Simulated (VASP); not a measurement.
## CdSe under changes of volume

One of the cells (29.521 Å³/atom); the others are scaled copies at fixed shape and fractional positions:

```
Cd Se
1.0
     0.00000    3.09060    3.09060
     3.09060    0.00000    3.09060
     3.09060    3.09060    0.00000
Cd Se
1 1
Direct
  0.00000 0.00000 0.00000
  0.25000 0.25000 0.25000
```

Measurements of this composition are mostly on another form, of space group No. 186.

* Program: VASP 6.6.1
* Functional: PBE
* Potentials or basis: VASP PAW PBE potentials, release 64 (Cd, Se)
* Cutoff: 520 eV
* k mesh: 8 × 8 × 8
* Occupations: fermi-dirac, width 0.05 eV
* Spin: no spin polarisation

| volume (Å³/atom) | energy over the lowest point (meV/atom) | pressure (GPa) | gap on the mesh (eV) |
| --- | --- | --- | --- |
| 27.206 | 40.31 | 5.3 | 0.68 |
| 27.784 | 23.79 | 3.9 | 0.63 |
| 28.363 | 11.96 | 2.7 | 0.59 |
| 29.521 | 0.49 | 0.6 | 0.51 |
| 30.100 | 0.00 | -0.3 | 0.47 |
| 30.679 | ? | ? | ? |

Task: What does the run at 30.679 Å³/atom give?

Result: Energy over the lowest point 2.52 meV/atom; pressure -1.1 GPa; gap on the mesh 0.43 eV.

Worked out: A Birch-Murnaghan fit of order 3 (a polynomial in V^(-2/3)) to the other rows has its minimum at 29.90 Å³/atom with B0 = V·E''(V) = 45 GPa and B' = 4.8. It gives 2.51 meV/atom at 30.679 Å³/atom, against the run's 2.52, and -dE/dV = -1.1 GPa, against -1.1. A straight line through the other rows of the gap, of slope -2.05 eV per unit of ln V (its deformation potential), extrapolates to 0.43 eV, against the run's 0.43.

Energies are extrapolated to zero smearing.

Spin-orbit coupling on Cd, Se is left out.
